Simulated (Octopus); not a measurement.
C:

```xyz
2
Lattice="0.0000 1.7834 1.7834 1.7834 0.0000 1.7834 1.7834 1.7834 0.0000" Properties=species:S:1:pos:R:3 pbc="T T T"
C     2.6751    2.6751    2.6751
C     1.7834    1.7834    1.7834
```

This isn't the form of C at room conditions, which is graphite.

```yaml
Program: Octopus 16.4
Task: single point
Functional: PBEsol
Potentials_or_basis: pseudodojo_pbesol (PseudoDojo 0.4, PBEsol)
Grid_spacing: 0.133 Å
k_mesh: 13 × 13 × 13
Occupations: fermi-dirac, width 0.05 eV
Spin: no spin polarisation
```

On this cell: largest force zero by symmetry; band gap on the k mesh 4.05 eV, indirect (least direct gap 5.56 eV).

The same run follows on a disturbed copy (atoms moved at random, drawn with an rms of 0.05 Å):

```xyz
2
Lattice="0.0000 1.7834 1.7834 1.7834 0.0000 1.7834 1.7834 1.7834 0.0000" Properties=species:S:1:pos:R:3 pbc="T T T"
C     2.6879    2.6785    2.6766
C     1.7695    1.7528    1.7618
```

Problem. What does the disturbed cell give?

Solution. The energy moves by +21.2 meV/atom; largest force 1.661 eV/Å; band gap on the k mesh 3.15 eV, indirect (least direct gap 3.95 eV).

Forces in eV/Å, atoms in the order of the input:
```
C   -0.897 -1.183 -0.746
C    0.897  1.183  0.746
```

Caveats: an odd mesh through Γ misses points on the zone boundary, where band edges often lie.
